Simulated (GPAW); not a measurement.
Runs of GPAW 26.7.0 on MgO2. It takes space group R-3m (No. 166, trigonal). The conventional cell has a = 3.210 Å, b = 3.210 Å, c = 10.482 Å, α = 90.00°, β = 90.00°, γ = 120.00°. Mg (site symmetry -3m) is surrounded by 6 O at 2.11 Å. O (site symmetry 3m) has 1 O at 1.49 Å as nearest neighbours. The cell comes from a database or a generator and needn't be the stable form of this composition.

```tsv
task	level	potentials or basis	cell	k mesh	cutoff (eV)	smearing	band path	band points	optimizer	fmax	max steps	gap on the mesh (eV)	pressure (GPa)	relaxed volume (Å³/atom)	largest force (eV/Å)
band structure	LDA	the program's PAW data sets (release 1.2.1) made for this functional, pw	as given	7 × 7 × 7	800	fermi-dirac 0.05 eV	GLB1,BZGX,QFP1Z,LP	80	-	-	-	(a)	-9.9	-	0.42
relaxation of cell and atoms	PBEsol+D4	PAW data sets generated in the run's folder for this functional, pw	relaxed	7 × 7 × 7	800	fermi-dirac 0.05 eV	-	-	BFGS	0.02 eV/Å	60	2.64	0.0	9.95	-
relaxation of cell and atoms	PBEsol+D3(BJ)	PAW data sets generated in the run's folder for this functional, pw	relaxed	7 × 7 × 7	800	fermi-dirac 0.05 eV	-	-	BFGS	0.02 eV/Å	60	2.67	0.0	9.86	-
band structure	PBEsol	PAW data sets generated in the run's folder for this functional, pw	as given	7 × 7 × 7	800	fermi-dirac 0.05 eV	GLB1,BZGX,QFP1Z,LP	80	-	-	-	(b)	-4.5	-	0.33
relaxation of cell and atoms	PBEsol+D3(BJ)+ATM	PAW data sets generated in the run's folder for this functional, pw	relaxed	7 × 7 × 7	800	fermi-dirac 0.05 eV	-	-	BFGS	0.02 eV/Å	60	2.66	0.0	9.89	-
single point	PBEsol	PAW data sets generated in the run's folder for this functional, pw	as given	10 × 10 × 10	800	fermi-dirac 0.05 eV	-	-	-	-	-	2.26	-4.5	-	0.33
relaxation of cell and atoms	PBEsol	PAW data sets generated in the run's folder for this functional, pw	relaxed	7 × 7 × 7	800	fermi-dirac 0.05 eV	-	-	BFGS	0.02 eV/Å	60	2.61	0.0	10.05	-
dielectric tensor	LDA	the program's PAW data sets (release 1.2.1) made for this functional, pw	as given	8 × 8 × 8	600	fermi-dirac 0.001 eV	-	-	-	-	-	2.20	-	-	-
```

Alike in all rows: no spin polarisation.

Question: Fill in the values left out.

Answer: (a) 2.32; (b) 2.37.

Caveats: an odd mesh through Γ misses points on the zone boundary, where band edges often lie (some runs); later steps reuse the first step's grids (some runs); the mesh misses the band edges, which the band path finds closer together (some runs); the long-wavelength limit can be off by a per cent or two (some runs).

Not every run made on this cell is shown here.
